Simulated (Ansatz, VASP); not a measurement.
## Ir: VASP beside Ansatz

```xyz
1
Lattice="0.0000 1.9127 1.9127 1.9127 0.0000 1.9127 1.9127 1.9127 0.0000" Properties=species:S:1:pos:R:3 pbc="T T T"
Ir    0.0000    0.0000    0.0000
```

Alike in both runs: functional revPBE; dispersion D3(BJ); k mesh 13 × 13 × 13; occupations methfessel-paxton of order 1, width 0.05 eV; no spin polarisation.

Ansatz relaxed the structure, and its values are those at the end. VASP's run is a single point on that final structure, the one shown.

```csv
,VASP,Ansatz
version,VASP 6.6.1,Ansatz 0.2.0
potentials or method,"VASP PAW PBE potentials, release 64 (Ir)","plane waves, PAW"
plane-wave cutoff (eV),520,450
valence electrons in the cell,9,17
```

|  | VASP | Ansatz | Ansatz less VASP |
| --- | --- | --- | --- |
| pressure (GPa) | 0.6 | 0.0 | -0.61 |
| dispersion energy (meV/atom) | -1395.6 | -1395.8 | -0.20 |

The two sets of potentials don't hold the same shells in valence.

Caveats: the PAW data sets were made with another functional, which shifts forces and pressure a little (VASP); pairwise dispersion overbinds metals, which lowers pressure and volume. Spin-orbit coupling is left out, which matters for the levels of Ir.
